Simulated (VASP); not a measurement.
# GaP: relaxation of cell and atoms with PBEsol+D3

GaP:

```
CELL_PARAMETERS angstrom
0.00000 2.72525 2.72525
2.72525 0.00000 2.72525
2.72525 2.72525 0.00000
ATOMIC_POSITIONS crystal
Ga 0.00000 0.00000 0.00000
P 0.75000 0.75000 0.75000
```

```json
{
 "Program": "VASP 6.6.1",
 "Task": "relaxation of cell and atoms",
 "Functional": "PBEsol",
 "Dispersion": "D3",
 "Potentials or basis": "VASP PAW PBE potentials, release 64 (Ga_d, P)",
 "Cutoff": "600 eV",
 "k mesh": "8 × 8 × 8",
 "Occupations": "fermi-dirac, width 0.05 eV",
 "Spin": "no spin polarisation",
 "Further INCAR settings": "ALGO = Normal; EDIFF = 1e-06; IBRION = 2; EDIFFG = -0.02; NSW = 40; ISIF = 3"
}
```

```json
{"Relaxed volume": "19.76 Å³/atom", "Relaxed cell": "a = 3.823 Å, b = 3.823 Å, c = 3.823 Å, α = 60.00°, β = 60.00°, γ = 60.00°", "Space group after relaxing (to 0.05 Å)": "F-43m (No. 216)", "Energy gained by relaxing": "3.1 meV/atom", "Ionic steps": "3", "Pressure after relaxing": "0.0 GPa", "Band gap on the k mesh": "1.47 eV, indirect (least direct gap 1.95 eV)", "Dispersion energy per atom": "-0.164 eV"}
```

Step by step:
| step | energy change (eV) | largest force (eV/Å) | pressure (GPa) | volume (Å³) |
| --- | --- | --- | --- | --- |
| 1 | 0.0000 | 0.0000 | -2.03 | 40.48 |
| 2 | -0.0043 | 0.0000 | 1.20 | 38.99 |
| 3 | -0.0063 | 0.0000 | -0.03 | 39.51 |

Final structure:
```xyz
2
Lattice="0.0000 2.7034 2.7034 2.7034 0.0000 2.7034 2.7034 2.7034 0.0000" Properties=species:S:1:pos:R:3 pbc="T T T"
Ga    0.0000    0.0000    0.0000
P     4.0551    4.0551    4.0551
```

Levels at points of the mesh, in eV from the valence-band top:
| k point | band 7 | band 8 | band 9 | band 10 | band 11 | band 12 |
| --- | --- | --- | --- | --- | --- | --- |
| (0.00, 0.00, 0.00) | 0.00 | 0.00 | 0.00 | 1.95 | 3.82 | 3.82 |
| (0.50, 0.00, 0.00) | -6.84 | -1.17 | -1.17 | 1.66 | 4.64 | 4.64 |
| (0.50, 0.50, 0.00) | -6.92 | -2.80 | -2.80 | 1.47 | 1.69 | 10.73 |

Run time: 33 s on 1 thread of AMD EPYC 7R13 Processor (Zen 3) (shared host), peak memory 0.17 GiB.

Caveat: the PAW data sets were made with another functional, which shifts forces and pressure a little. As with any semilocal functional, this PBEsol gap is likely too small.
